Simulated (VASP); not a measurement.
# TiAl (Pm-3m) in VASP: a series of runs, part 4 of 7

VASP 6.6.1. Earlier steps stand in the parts before.

### 45 Equation of state, PBE, 16.55 Å³/atom

The input, INCAR:

```
  ADDGRID = False
  ALGO = Normal
  EDIFF = 1E-6
  ENCUT = 460
  GGA = PE
  ISIF = 2
  ISMEAR = -1
  LASPH = True
  LCHARG = False
  LREAL = False
  LWAVE = False
  NELM = 100
  PREC = Accurate
  SIGMA = 0.02
```

The input, KPOINTS:

```
k-points
0
Gamma
  7 7 7
```

The input, POSCAR:

```
TiAl
1.0
    3.2105419283      0.0000000000      0.0000000000
    0.0000000000      3.2105419283      0.0000000000
    0.0000000000      0.0000000000      3.2105419283
Ti Al
1 1
Direct
    0.0000000000      0.0000000000      0.0000000000
    0.5000000000      0.5000000000      0.5000000000
```

Potentials or basis: VASP PAW PBE potentials, release 64 (Ti_sv, Al).

On the command line:

```
$ cat potpaw_PBE.64/Ti_sv/POTCAR potpaw_PBE.64/Al/POTCAR > POTCAR
$ mpirun -np 1 vasp_std > vasp.out
```

It took 2.7 s on 1 thread of Intel Xeon 6975P-C (Granite Rapids), shared host; peak memory 0.13 GiB.

The run converged, but some of its settings lie outside the range that counts as converged, so its numbers aren't taken as properties of the crystal.

What came out:

```
Free energy            : -12.1165 eV
Pressure               : -2.7 GPa
Band gap on the k mesh : none (metal or under the smearing width)
```

### 46 Equation of state, PBE, 15.58 Å³/atom

Changes to INCAR since step 45:

```diff
@@ -12,3 +12,3 @@
   NELM = 100
-  PREC = Accurate
-  SIGMA = 0.02
+  PREC = Low
+  SIGMA = 0.1
```

KPOINTS is that of step 45.

The input, POSCAR:

```
TiAl
1.0
    3.1469500468      0.0000000000      0.0000000000
    0.0000000000      3.1469500468      0.0000000000
    0.0000000000      0.0000000000      3.1469500468
Ti Al
1 1
Direct
    0.0000000000      0.0000000000      0.0000000000
    0.5000000000      0.5000000000      0.5000000000
```

On the command line:

```
$ cat potpaw_PBE.64/Ti_sv/POTCAR potpaw_PBE.64/Al/POTCAR > POTCAR
$ mpirun -np 1 vasp_std > vasp.out
```

It took 2.3 s on 1 thread of Intel Xeon 6975P-C (Granite Rapids), shared host; peak memory 0.11 GiB.

These settings aren't checked as converged: the numbers below hold their error.

What came out:

```yaml
Free_energy: -12.1311 eV
Pressure: 4.4 GPa
Band_gap_on_the_k_mesh: none (metal or under the smearing width)
```

### 47 Equation of state, PBE, 16.55 Å³/atom

INCAR is that of step 46.

KPOINTS is that of step 46.

The input, POSCAR:

```
TiAl
1.0
    3.2105419283      0.0000000000      0.0000000000
    0.0000000000      3.2105419283      0.0000000000
    0.0000000000      0.0000000000      3.2105419283
Ti Al
1 1
Direct
    0.0000000000      0.0000000000      0.0000000000
    0.5000000000      0.5000000000      0.5000000000
```

On the command line:

```
$ cat potpaw_PBE.64/Ti_sv/POTCAR potpaw_PBE.64/Al/POTCAR > POTCAR
$ mpirun -np 1 vasp_std > vasp.out
```

Wall time 2.2 s (1 thread of Intel Xeon 6975P-C (Granite Rapids), shared host); peak memory 0.11 GiB.

The run converged, but some of its settings lie outside the range that counts as converged, so its numbers aren't taken as properties of the crystal.

Results:

```
Free energy            : -12.1432 eV
Pressure               : -2.4 GPa
Band gap on the k mesh : none (metal or under the smearing width)
```

### 48 Equation of state, PBE, 15.58 Å³/atom

Changes to INCAR since step 47:

```diff
@@ -12,3 +12,3 @@
   NELM = 100
-  PREC = Low
+  PREC = Normal
   SIGMA = 0.1
```

KPOINTS is that of step 47.

The input, POSCAR:

```
TiAl
1.0
    3.1469500468      0.0000000000      0.0000000000
    0.0000000000      3.1469500468      0.0000000000
    0.0000000000      0.0000000000      3.1469500468
Ti Al
1 1
Direct
    0.0000000000      0.0000000000      0.0000000000
    0.5000000000      0.5000000000      0.5000000000
```

Potentials or basis: VASP PAW PBE potentials, release 64 (Ti_sv, Al).

On the command line:

```
$ cat potpaw_PBE.64/Ti_sv/POTCAR potpaw_PBE.64/Al/POTCAR > POTCAR
$ mpirun -np 1 vasp_std > vasp.out
```

It took 2.4 s on 1 thread of Intel Xeon 6975P-C (Granite Rapids), shared host; peak memory 0.11 GiB.

These settings aren't checked as converged: the numbers below hold their error.

What came out:

```
Free energy            : -12.1307 eV
Pressure               : 4.5 GPa
Band gap on the k mesh : none (metal or under the smearing width)
```

### 49 Equation of state, PBE, 16.55 Å³/atom

INCAR is that of step 48.

KPOINTS is that of step 48.

The input, POSCAR:

```
TiAl
1.0
    3.2105419283      0.0000000000      0.0000000000
    0.0000000000      3.2105419283      0.0000000000
    0.0000000000      0.0000000000      3.2105419283
Ti Al
1 1
Direct
    0.0000000000      0.0000000000      0.0000000000
    0.5000000000      0.5000000000      0.5000000000
```

On the command line:

```
$ cat potpaw_PBE.64/Ti_sv/POTCAR potpaw_PBE.64/Al/POTCAR > POTCAR
$ mpirun -np 1 vasp_std > vasp.out
```

It took 2.4 s on 1 thread of Intel Xeon 6975P-C (Granite Rapids), shared host; peak memory 0.11 GiB.

The run converged, but some of its settings lie outside the range that counts as converged, so its numbers aren't taken as properties of the crystal.

Results:

| Item | Value |
| --- | --- |
| Free energy | -12.1432 eV |
| Pressure | -2.4 GPa |
| Band gap on the k mesh | none (metal or under the smearing width) |

### 50 Equation of state, PBE, 15.58 Å³/atom

Changes to INCAR since step 49:

```diff
@@ -9,6 +9,6 @@
   LCHARG = False
-  LREAL = False
+  LREAL = Auto
   LWAVE = False
   NELM = 100
-  PREC = Normal
+  PREC = Accurate
   SIGMA = 0.1
```

KPOINTS is that of step 49.

The input, POSCAR:

```
TiAl
1.0
    3.1469500468      0.0000000000      0.0000000000
    0.0000000000      3.1469500468      0.0000000000
    0.0000000000      0.0000000000      3.1469500468
Ti Al
1 1
Direct
    0.0000000000      0.0000000000      0.0000000000
    0.5000000000      0.5000000000      0.5000000000
```

On the command line:

```
$ cat potpaw_PBE.64/Ti_sv/POTCAR potpaw_PBE.64/Al/POTCAR > POTCAR
$ mpirun -np 1 vasp_std > vasp.out
```

It took 4.1 s on 1 thread of Intel Xeon 6975P-C (Granite Rapids), shared host; peak memory 0.13 GiB.

These settings aren't checked as converged: the numbers below hold their error.

What came out:

| Property | Result |
| --- | --- |
| Free energy | -12.1310 eV |
| Pressure | 4.5 GPa |
| Band gap on the k mesh | none (metal or under the smearing width) |

### 51 Equation of state, PBE, 16.55 Å³/atom

INCAR is that of step 50.

KPOINTS is that of step 50.

The input, POSCAR:

```
TiAl
1.0
    3.2105419283      0.0000000000      0.0000000000
    0.0000000000      3.2105419283      0.0000000000
    0.0000000000      0.0000000000      3.2105419283
Ti Al
1 1
Direct
    0.0000000000      0.0000000000      0.0000000000
    0.5000000000      0.5000000000      0.5000000000
```

Potentials or basis: VASP PAW PBE potentials, release 64 (Ti_sv, Al).

On the command line:

```
$ cat potpaw_PBE.64/Ti_sv/POTCAR potpaw_PBE.64/Al/POTCAR > POTCAR
$ mpirun -np 1 vasp_std > vasp.out
```

It took 3.8 s on 1 thread of Intel Xeon 6975P-C (Granite Rapids), shared host; peak memory 0.13 GiB.

These settings aren't checked as converged: the numbers below hold their error.

What came out:

```
Free energy            : -12.1436 eV
Pressure               : -2.4 GPa
Band gap on the k mesh : none (metal or under the smearing width)
```

### 52 Equation of state, PBE, 15.58 Å³/atom

Changes to INCAR since step 51:

```diff
@@ -2,3 +2,3 @@
   ALGO = Normal
-  EDIFF = 1E-6
+  EDIFF = 0.01
   ENCUT = 460
@@ -9,3 +9,3 @@
   LCHARG = False
-  LREAL = Auto
+  LREAL = False
   LWAVE = False
```

KPOINTS is that of step 51.

The input, POSCAR:

```
TiAl
1.0
    3.1469500468      0.0000000000      0.0000000000
    0.0000000000      3.1469500468      0.0000000000
    0.0000000000      0.0000000000      3.1469500468
Ti Al
1 1
Direct
    0.0000000000      0.0000000000      0.0000000000
    0.5000000000      0.5000000000      0.5000000000
```

On the command line:

```
$ cat potpaw_PBE.64/Ti_sv/POTCAR potpaw_PBE.64/Al/POTCAR > POTCAR
$ mpirun -np 1 vasp_std > vasp.out
```

Run time: 2.1 s. Hardware: 1 thread of Intel Xeon 6975P-C (Granite Rapids), shared host; peak memory 0.13 GiB.

The run converged, but some of its settings lie outside the range that counts as converged, so its numbers aren't taken as properties of the crystal.

Results:

* Free energy: -12.1306 eV
* Pressure: 5.3 GPa
* Band gap on the k mesh: none (metal or under the smearing width)

### 53 Equation of state, PBE, 16.55 Å³/atom

INCAR is that of step 52.

KPOINTS is that of step 52.

The input, POSCAR:

```
TiAl
1.0
    3.2105419283      0.0000000000      0.0000000000
    0.0000000000      3.2105419283      0.0000000000
    0.0000000000      0.0000000000      3.2105419283
Ti Al
1 1
Direct
    0.0000000000      0.0000000000      0.0000000000
    0.5000000000      0.5000000000      0.5000000000
```

On the command line:

```
$ cat potpaw_PBE.64/Ti_sv/POTCAR potpaw_PBE.64/Al/POTCAR > POTCAR
$ mpirun -np 1 vasp_std > vasp.out
```

It took 2.1 s on 1 thread of Intel Xeon 6975P-C (Granite Rapids), shared host; peak memory 0.13 GiB.

The run converged, but some of its settings lie outside the range that counts as converged, so its numbers aren't taken as properties of the crystal.

Results:

```yaml
Free_energy: -12.1437 eV
Pressure: 0.1 GPa
Band_gap_on_the_k_mesh: none (metal or under the smearing width)
```

### 54 Equation of state, PBE, 15.58 Å³/atom

Changes to INCAR since step 53:

```diff
@@ -2,3 +2,3 @@
   ALGO = Normal
-  EDIFF = 0.01
+  EDIFF = 0.001
   ENCUT = 460
```

KPOINTS is that of step 53.

The input, POSCAR:

```
TiAl
1.0
    3.1469500468      0.0000000000      0.0000000000
    0.0000000000      3.1469500468      0.0000000000
    0.0000000000      0.0000000000      3.1469500468
Ti Al
1 1
Direct
    0.0000000000      0.0000000000      0.0000000000
    0.5000000000      0.5000000000      0.5000000000
```

Potentials or basis: VASP PAW PBE potentials, release 64 (Ti_sv, Al).

On the command line:

```
$ cat potpaw_PBE.64/Ti_sv/POTCAR potpaw_PBE.64/Al/POTCAR > POTCAR
$ mpirun -np 1 vasp_std > vasp.out
```

Wall time 2.2 s (1 thread of Intel Xeon 6975P-C (Granite Rapids), shared host); peak memory 0.13 GiB.

These settings aren't checked as converged: the numbers below hold their error.

Results:

| Item | Value |
| --- | --- |
| Free energy | -12.1306 eV |
| Pressure | 2.5 GPa |
| Band gap on the k mesh | none (metal or under the smearing width) |

### 55 Equation of state, PBE, 16.55 Å³/atom

INCAR is that of step 54.

KPOINTS is that of step 54.

The input, POSCAR:

```
TiAl
1.0
    3.2105419283      0.0000000000      0.0000000000
    0.0000000000      3.2105419283      0.0000000000
    0.0000000000      0.0000000000      3.2105419283
Ti Al
1 1
Direct
    0.0000000000      0.0000000000      0.0000000000
    0.5000000000      0.5000000000      0.5000000000
```

On the command line:

```
$ cat potpaw_PBE.64/Ti_sv/POTCAR potpaw_PBE.64/Al/POTCAR > POTCAR
$ mpirun -np 1 vasp_std > vasp.out
```

Run time: 2.2 s. Hardware: 1 thread of Intel Xeon 6975P-C (Granite Rapids), shared host; peak memory 0.13 GiB.

These settings aren't checked as converged: the numbers below hold their error.

Results:

```
Free energy            : -12.1430 eV
Pressure               : -3.7 GPa
Band gap on the k mesh : none (metal or under the smearing width)
```

### 56 Equation of state, PBE, 15.58 Å³/atom

Changes to INCAR since step 55:

```diff
@@ -2,3 +2,3 @@
   ALGO = Normal
-  EDIFF = 0.001
+  EDIFF = 1E-4
   ENCUT = 460
```

KPOINTS is that of step 55.

The input, POSCAR:

```
TiAl
1.0
    3.1469500468      0.0000000000      0.0000000000
    0.0000000000      3.1469500468      0.0000000000
    0.0000000000      0.0000000000      3.1469500468
Ti Al
1 1
Direct
    0.0000000000      0.0000000000      0.0000000000
    0.5000000000      0.5000000000      0.5000000000
```

On the command line:

```
$ cat potpaw_PBE.64/Ti_sv/POTCAR potpaw_PBE.64/Al/POTCAR > POTCAR
$ mpirun -np 1 vasp_std > vasp.out
```

Run time: 2.4 s. Hardware: 1 thread of Intel Xeon 6975P-C (Granite Rapids), shared host; peak memory 0.13 GiB.

These settings aren't checked as converged: the numbers below hold their error.

What came out:

| Quantity | Value |
| --- | --- |
| Free energy | -12.1307 eV |
| Pressure | 3.0 GPa |
| Band gap on the k mesh | none (metal or under the smearing width) |

### 57 Equation of state, PBE, 16.55 Å³/atom

INCAR is that of step 56.

KPOINTS is that of step 56.

The input, POSCAR:

```
TiAl
1.0
    3.2105419283      0.0000000000      0.0000000000
    0.0000000000      3.2105419283      0.0000000000
    0.0000000000      0.0000000000      3.2105419283
Ti Al
1 1
Direct
    0.0000000000      0.0000000000      0.0000000000
    0.5000000000      0.5000000000      0.5000000000
```

Potentials or basis: VASP PAW PBE potentials, release 64 (Ti_sv, Al).

On the command line:

```
$ cat potpaw_PBE.64/Ti_sv/POTCAR potpaw_PBE.64/Al/POTCAR > POTCAR
$ mpirun -np 1 vasp_std > vasp.out
```

Run time: 2.5 s. Hardware: 1 thread of Intel Xeon 6975P-C (Granite Rapids), shared host; peak memory 0.13 GiB.

The run converged, but some of its settings lie outside the range that counts as converged, so its numbers aren't taken as properties of the crystal.

What came out:

```yaml
Free_energy: -12.1431 eV
Pressure: -3.4 GPa
Band_gap_on_the_k_mesh: none (metal or under the smearing width)
```

### 58 Equation of state, PBE, 15.58 Å³/atom

Changes to INCAR since step 57:

```diff
@@ -2,3 +2,3 @@
   ALGO = Normal
-  EDIFF = 1E-4
+  EDIFF = 1E-5
   ENCUT = 460
```

KPOINTS is that of step 57.

The input, POSCAR:

```
TiAl
1.0
    3.1469500468      0.0000000000      0.0000000000
    0.0000000000      3.1469500468      0.0000000000
    0.0000000000      0.0000000000      3.1469500468
Ti Al
1 1
Direct
    0.0000000000      0.0000000000      0.0000000000
    0.5000000000      0.5000000000      0.5000000000
```

On the command line:

```
$ cat potpaw_PBE.64/Ti_sv/POTCAR potpaw_PBE.64/Al/POTCAR > POTCAR
$ mpirun -np 1 vasp_std > vasp.out
```

Wall time 2.7 s (1 thread of Intel Xeon 6975P-C (Granite Rapids), shared host); peak memory 0.13 GiB.

These settings aren't checked as converged: the numbers below hold their error.

What came out:

| Property | Result |
| --- | --- |
| Free energy | -12.1308 eV |
| Pressure | 4.4 GPa |
| Band gap on the k mesh | none (metal or under the smearing width) |

### 59 Equation of state, PBE, 16.55 Å³/atom

INCAR is that of step 58.

KPOINTS is that of step 58.

The input, POSCAR:

```
TiAl
1.0
    3.2105419283      0.0000000000      0.0000000000
    0.0000000000      3.2105419283      0.0000000000
    0.0000000000      0.0000000000      3.2105419283
Ti Al
1 1
Direct
    0.0000000000      0.0000000000      0.0000000000
    0.5000000000      0.5000000000      0.5000000000
```

On the command line:

```
$ cat potpaw_PBE.64/Ti_sv/POTCAR potpaw_PBE.64/Al/POTCAR > POTCAR
$ mpirun -np 1 vasp_std > vasp.out
```

Run time: 2.6 s. Hardware: 1 thread of Intel Xeon 6975P-C (Granite Rapids), shared host; peak memory 0.13 GiB.

The run converged, but some of its settings lie outside the range that counts as converged, so its numbers aren't taken as properties of the crystal.

Results:

```
Free energy            : -12.1432 eV
Pressure               : -2.4 GPa
Band gap on the k mesh : none (metal or under the smearing width)
```

### 60 Equation of state, PBE, 15.58 Å³/atom

Changes to INCAR since step 59:

```diff
@@ -1,4 +1,4 @@
-  ADDGRID = False
+  ADDGRID = True
   ALGO = Normal
-  EDIFF = 1E-5
+  EDIFF = 1E-6
   ENCUT = 460
```

KPOINTS is that of step 59.

The input, POSCAR:

```
TiAl
1.0
    3.1469500468      0.0000000000      0.0000000000
    0.0000000000      3.1469500468      0.0000000000
    0.0000000000      0.0000000000      3.1469500468
Ti Al
1 1
Direct
    0.0000000000      0.0000000000      0.0000000000
    0.5000000000      0.5000000000      0.5000000000
```

Potentials or basis: VASP PAW PBE potentials, release 64 (Ti_sv, Al).

On the command line:

```
$ cat potpaw_PBE.64/Ti_sv/POTCAR potpaw_PBE.64/Al/POTCAR > POTCAR
$ mpirun -np 1 vasp_std > vasp.out
```

Wall time 4.1 s (1 thread of Intel Xeon 6975P-C (Granite Rapids), shared host); peak memory 0.18 GiB.

These settings aren't checked as converged: the numbers below hold their error.

Results:

| Item | Value |
| --- | --- |
| Free energy | -12.1308 eV |
| Pressure | 4.5 GPa |
| Band gap on the k mesh | none (metal or under the smearing width) |

### 61 Equation of state, PBE, 16.55 Å³/atom

INCAR is that of step 60.

KPOINTS is that of step 60.

The input, POSCAR:

```
TiAl
1.0
    3.2105419283      0.0000000000      0.0000000000
    0.0000000000      3.2105419283      0.0000000000
    0.0000000000      0.0000000000      3.2105419283
Ti Al
1 1
Direct
    0.0000000000      0.0000000000      0.0000000000
    0.5000000000      0.5000000000      0.5000000000
```

On the command line:

```
$ cat potpaw_PBE.64/Ti_sv/POTCAR potpaw_PBE.64/Al/POTCAR > POTCAR
$ mpirun -np 1 vasp_std > vasp.out
```

It took 3.8 s on 1 thread of Intel Xeon 6975P-C (Granite Rapids), shared host; peak memory 0.18 GiB.

These settings aren't checked as converged: the numbers below hold their error.

What came out:

| Item | Value |
| --- | --- |
| Free energy | -12.1432 eV |
| Pressure | -2.4 GPa |
| Band gap on the k mesh | none (metal or under the smearing width) |

### 62 Equation of state, PBE, 15.58 Å³/atom

Changes to INCAR since step 61:

```diff
@@ -1,2 +1,2 @@
-  ADDGRID = True
+  ADDGRID = False
   ALGO = Normal
@@ -7,3 +7,3 @@
   ISMEAR = -1
-  LASPH = True
+  LASPH = False
   LCHARG = False
```

KPOINTS is that of step 61.

The input, POSCAR:

```
TiAl
1.0
    3.1469500468      0.0000000000      0.0000000000
    0.0000000000      3.1469500468      0.0000000000
    0.0000000000      0.0000000000      3.1469500468
Ti Al
1 1
Direct
    0.0000000000      0.0000000000      0.0000000000
    0.5000000000      0.5000000000      0.5000000000
```

On the command line:

```
$ cat potpaw_PBE.64/Ti_sv/POTCAR potpaw_PBE.64/Al/POTCAR > POTCAR
$ mpirun -np 1 vasp_std > vasp.out
```

It took 2.2 s on 1 thread of Intel Xeon 6975P-C (Granite Rapids), shared host; peak memory 0.13 GiB.

These settings aren't checked as converged: the numbers below hold their error.

What came out:

```
Free energy            : -12.1296 eV
Pressure               : 4.5 GPa
Band gap on the k mesh : none (metal or under the smearing width)
```

### 63 Equation of state, PBE, 16.55 Å³/atom

INCAR is that of step 62.

KPOINTS is that of step 62.

The input, POSCAR:

```
TiAl
1.0
    3.2105419283      0.0000000000      0.0000000000
    0.0000000000      3.2105419283      0.0000000000
    0.0000000000      0.0000000000      3.2105419283
Ti Al
1 1
Direct
    0.0000000000      0.0000000000      0.0000000000
    0.5000000000      0.5000000000      0.5000000000
```

Potentials or basis: VASP PAW PBE potentials, release 64 (Ti_sv, Al).

On the command line:

```
$ cat potpaw_PBE.64/Ti_sv/POTCAR potpaw_PBE.64/Al/POTCAR > POTCAR
$ mpirun -np 1 vasp_std > vasp.out
```

Run time: 2.1 s. Hardware: 1 thread of Intel Xeon 6975P-C (Granite Rapids), shared host; peak memory 0.13 GiB.

The run converged, but some of its settings lie outside the range that counts as converged, so its numbers aren't taken as properties of the crystal.

What came out:

```
Free energy            : -12.1420 eV
Pressure               : -2.4 GPa
Band gap on the k mesh : none (metal or under the smearing width)
```

(Part 4 of 7 ends here.)
